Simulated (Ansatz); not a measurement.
Bulk crystal (Si$_{2}$Mo) after relaxation:

```yaml
crystal:
  lattice:
    - [-1.59504, 1.59504, 3.91069]
    - [1.59504, -1.59504, 3.91069]
    - [1.59504, 1.59504, -3.91069]
  atoms:
    - { symbol: Si, position: [0.33506, 0.33506, 0.00000] }
    - { symbol: Si, position: [0.66494, 0.66494, 0.00000] }
    - { symbol: Mo, position: [0.00000, 0.00000, 0.00000] }
```

Miller indices refer to the conventional cell of I4/mmm (No. 139), a = 3.190 Å, b = 3.190 Å, c = 7.821 Å, α = 90.00°, β = 90.00°, γ = 90.00°.

Consider the (001) slab of 8 planes, 9.2 Å thick with 15 Å of vacuum as cut; outer planes Si (top) and Si (bottom), all atoms relaxed.

Theory: Ansatz, DFT PBEsol, scalar-relativistic, plane waves, PAW. Cutoff 420 eV; k points 11×11×1 on the computed 8-atom cell (Γ-centred); Gaussian smearing, width 0.10 eV; no spin polarisation. A dipole correction removes the field between periodic images along c.

The slab isn't stoichiometric (Si3Mo), so its surface energy depends on the chemical potentials; it is given with the excess atoms taken from the element's standard state, a limit at which the compound may itself be unstable, so the figure can be too low. The work function read from the bulk's Fermi level differs by 0.42 eV, so the slab's middle doesn't match the bulk reference (too thin, or relaxed to another structure or magnetic state).

**Question.** Give the surface energy with the excess atoms taken from the elements.

**Answer.** 2.47 J/m².

**Question.** Predict the work function.

**Answer.** 5.19 eV.

**Question.** The top two planes lie 1.331 Å apart in the bulk. How does relaxation change this?

**Answer.** The spacing becomes 1.304 Å (-2.0 %).